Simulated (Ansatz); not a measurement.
A relaxed cell of Mg5ZnO6 is given with its symmetry left out. The cell was found from a structure generator's guess, not taken from experiment.

The calculation used Ansatz, DFT PBE, scalar-relativistic, plane waves, PAW. Cutoff 420 eV, Γ-centred mesh, Gaussian smearing, no spin polarisation.

```yaml
crystal:
  lattice:
    - [3.01862, 0.00000, 0.00000]
    - [0.00000, 3.01862, 0.00000]
    - [0.00000, 0.00000, 12.79928]
  atoms:
    - { symbol: Mg, position: [0.00000, 0.00000, 0.66558] }
    - { symbol: Mg, position: [0.50000, 0.50000, 0.50000] }
    - { symbol: Mg, position: [0.00000, 0.00000, 0.33442] }
    - { symbol: Mg, position: [0.50000, 0.50000, 0.16681] }
    - { symbol: Mg, position: [0.50000, 0.50000, 0.83319] }
    - { symbol: Zn, position: [0.00000, 0.00000, 0.00000] }
    - { symbol: O, position: [0.00000, 0.00000, 0.50000] }
    - { symbol: O, position: [0.50000, 0.50000, 0.33402] }
    - { symbol: O, position: [0.00000, 0.00000, 0.16910] }
    - { symbol: O, position: [0.50000, 0.50000, 0.00000] }
    - { symbol: O, position: [0.00000, 0.00000, 0.83090] }
    - { symbol: O, position: [0.50000, 0.50000, 0.66598] }
```

Formation energies are uncorrected and refer to the elements' standard structures at the same level (O₂ as a molecule).

Problem. Find its symmetry and describe it.

Solution. P4/mmm (No. 123), with Mg and Zn ordered on rock salt sites. Conventional cell: a = 3.019 Å, c = 12.799 Å. Mg on a site of symmetry 4mm has 6 O at 2.12–2.13 Å; Mg on a site of symmetry 4/mmm has 6 O at 2.12–2.13 Å; Zn is surrounded by 6 O at 2.13–2.16 Å; around O on a site of symmetry 4/mmm lie 6 Mg at 2.12–2.13 Å; 4 more sites not described.

Problem. How far does it lie from the elements in energy?

Solution. −2.451 eV/atom. Whether it is stable depends on the other phases of the system, which aren't compared here.

Problem. Is it a metal?

Solution. No, the gap on the 8×8×2 mesh is 2.68 eV.

The last run used an 8×8×2 mesh (in the run's order of axes) for its 12-atom cell and Gaussian smearing of 0.02 eV. Kohn–Sham gaps at this level usually fall short of measured ones. A later test with randomly moved atoms came back to the same energy, though modes that don't fit the test's cell weren't probed.
